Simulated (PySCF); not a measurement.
Start geometry of `N#CCC#N` (malononitrile) from MMFF94s (Å):
```
atom  x, y, z in Å
N1    -2.2030    0.9763    0.0028
C2    -1.2202    0.3587    0.0050
C3    -0.0002   -0.4512    0.0085
C4     1.2205    0.3570   -0.0185
N5     2.2040    0.9733   -0.0396
H6     0.0079   -1.0905    0.8987
H7    -0.0090   -1.1237   -0.8569
```

Q: What comes out of this run: PySCF 2.14.0, PBE0-D3(BJ)/def2-SVP geometry optimisation, gas phase?

A: 
```
atom  x, y, z in Å
N1    -2.2033    0.9596    0.0137
C2    -1.2221    0.3496    0.0115
C3     0.0027   -0.4478    0.0099
C4     1.2185    0.3625   -0.0261
N5     2.1917    0.9844   -0.0562
H6     0.0195   -1.0857    0.9094
H7    -0.0070   -1.1228   -0.8622
```

The energy falls by 0.006 eV over 3 energy and gradient evaluations, the largest force component goes from 0.0116 to 1.5e-04 Eh/bohr, and the atoms move by 0.006 Å rms after alignment. Among the bonds, C3–H6 and C3–H7 change most and about equally (+0.007 Å). Bonds longer at the end by more than 0.005 Å: 2 of 6; shorter: 2. Rotational constants go from 20987, 2916, 2602 to 21107, 2928, 2613 MHz. The orientation of the end geometry is arbitrary; only internal coordinates are fixed.

The run used 80 basis functions and 21 SCF cycles in all. On one thread of an Intel Xeon at 2.30 GHz (shared host), this took 5.7 s and 0.34 GiB of memory at its peak.

No frequency check.
